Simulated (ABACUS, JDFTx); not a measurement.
This is a calculation of Se (Selenium) for JDFTx 1.7.0 (patched build). Atoms were shifted at random by some hundredths of an Å from the given cell, which wasn't relaxed again for these runs. 

Contents of Se.in:

```
lattice \
    8.2509222053    -4.1254611027     0.0000000000 \
    0.0000000000     7.1455082345     0.0000000000 \
    0.0000000000     0.0000000000     9.3609473309
coords-type Lattice
ion Se     0.7789440000     0.7780360000     0.0026320000 1
ion Se     0.0091810000     0.2360590000     0.6578350000 1
ion Se     0.2278140000     0.0017800000     0.3273810000 1

ion-species pseudo/Se.upf
elec-cutoff 43 344
elec-ex-corr gga-PBEsol
kpoint-folding 7 7 6
elec-smearing Fermi 0.0018374661
elec-n-bands 32
electronic-SCF nIterations 100 energyDiffThreshold 1e-09
electronic-minimize nIterations 30 energyDiffThreshold 1e-7
converge-empty-states yes
forces-output-coords Cartesian

dump-name run.$VAR
dump End Ecomponents EigStats BandEigs Kpoints Forces Stress ElecDensity Dtot KEdensity
```

Potentials or basis: PseudoDojo-SR-PBEsol-0.4.1-standard with smoothed tails.

Launch:

```console
$ jdftx -c 1 -i Se.in -o Se.out
```

Task: What does the same run look like in ABACUS 3.10.1? Potentials or basis there: PseudoDojo NC SR 0.4.1 PBEsol standard, plane waves, cutoff 1184 eV.

Result: As run (cutoffs and basis follow the program's own potentials, and thresholds, step limits or extra output files can differ):

File INPUT:

```
INPUT_PARAMETERS
suffix              Se
calculation         scf
basis_type          pw
pseudo_dir          ./
symmetry            1
dft_functional      pbesol
ecutwfc             87
pseudo_rcut         7
nspin               1
nbands              29
ks_solver           dav
smearing_method     fd
smearing_sigma      0.00367493
scf_thr             1e-08
scf_nmax            100
mixing_type         broyden
mixing_beta         0.7
cal_force           1
cal_stress          1
kpar                4
```

Contents of STRU:

```
ATOMIC_SPECIES
Se 78.9710 Se.upf

LATTICE_CONSTANT
1.8897261246

LATTICE_VECTORS
4.3662000000 0.0000000000 0.0000000000
-2.1831000000 3.7812401180 0.0000000000
0.0000000000 0.0000000000 4.9536000000

ATOMIC_POSITIONS
Direct

Se
0.0
3
0.7789440000 0.7780360000 0.0026320000 1 1 1
0.0091810000 0.2360590000 0.6578350000 1 1 1
0.2278140000 0.0017800000 0.3273810000 1 1 1
```

KPT

```
K_POINTS
0
Gamma
7 7 6 0 0 0
```

Potentials or basis: PseudoDojo NC SR 0.4.1 PBEsol standard, plane waves.

Launch:

```sh
$ OMP_NUM_THREADS=1 mpirun -np 4 abacus > log
```

Both were run:

|  | JDFTx | ABACUS |
| --- | --- | --- |
| Pressure | 0.0 GPa | 0.0 GPa |
| Largest force | 0.572 eV/Å | 0.572 eV/Å |

Pressure is positive in compression.
